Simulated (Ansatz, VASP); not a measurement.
## One calculation of MgS, two programs

File INCAR:

```
  PREC = Accurate
  ENCUT = 520
  EDIFF = 1E-6
  ISMEAR = 0
  SIGMA = 0.05
  LREAL = False
  LASPH = True
  NELM = 80
  ALGO = Normal
  ISIF = 2
  LWAVE = False
  LCHARG = False
  GGA = PE
  NBANDS = 16
```

File KPOINTS:

```
Automatic mesh
0
Gamma
  9 9 6
```

The input POSCAR:

```
MgS
1.0
    4.0346224068      0.0000000000      0.0000000000
   -2.0173112034      3.4940854990      0.0000000000
    0.0000000000      0.0000000000      6.4322941800
Mg S
2 2
Direct
    0.6666666700      0.3333333300      0.4957548500
    0.3333333300      0.6666666700      0.9957548500
    0.3333333300      0.6666666700      0.3792441500
    0.6666666700      0.3333333300      0.8792441500
```

Input for Ansatz:

```yaml
crystal:
  lattice:
    - [4.0346224068, 0.0, 0.0]
    - [-2.0173112034, 3.494085499, 0.0]
    - [0.0, 0.0, 6.43229418]
  atoms:
    - { symbol: Mg, position: [0.66666667, 0.33333333, 0.49575485] }
    - { symbol: Mg, position: [0.33333333, 0.66666667, 0.99575485] }
    - { symbol: S, position: [0.33333333, 0.66666667, 0.37924415] }
    - { symbol: S, position: [0.66666667, 0.33333333, 0.87924415] }
basis:
  ecutwfc: 420
  fft_grid_basis: typed
kpoints:
  mp_grid: { grid: [9, 9, 6] }
hamiltonian:
  xc: pbe
  pseudopotentials: { kind: paw }
scf:
  occupations: { method: gaussian, width: 0.05 }
output:
  forces: true
  stress: true
  eigenvalues: true
  bader: true
  write_density: true
  volumetric_format: npy
  elf: true
```

The cell comes from a database or a generator and needn't be the stable form of this composition.

Alike in both runs: task single point; functional PBE; k mesh 9 × 9 × 6; occupations gaussian, width 0.05 eV; no spin polarisation.

|  | VASP | Ansatz |
| --- | --- | --- |
| version | VASP 6.6.1 | Ansatz 0.2.0 |
| potentials or method | VASP PAW PBE potentials, release 64 (Mg, S) | scalar-relativistic, plane waves, PAW |
| plane-wave cutoff (eV) | 520 | 420 |
| valence electrons in the cell | 16 | 32 |

```tsv
	VASP	Ansatz	Ansatz less VASP
gap on the k mesh at the Fermi level (eV)	3.43	3.44	+0.008
pressure (GPa)	0.9	1.1	+0.15
largest component of the traceless stress (GPa)	0.17	0.18	+0.010
rms of the force components (eV/Å)	0.028	0.027	-0.0005
```

Atom by atom the forces differ by 0.000 eV/Å (rms over components). The functional is the same, so the differences come from potentials, cutoffs and numerics. The two sets of potentials don't hold the same shells in valence.

Caveats: an odd mesh through Γ misses points on the zone boundary, where band edges often lie. PBE gaps usually lie below the measured ones, often by a third to a half.
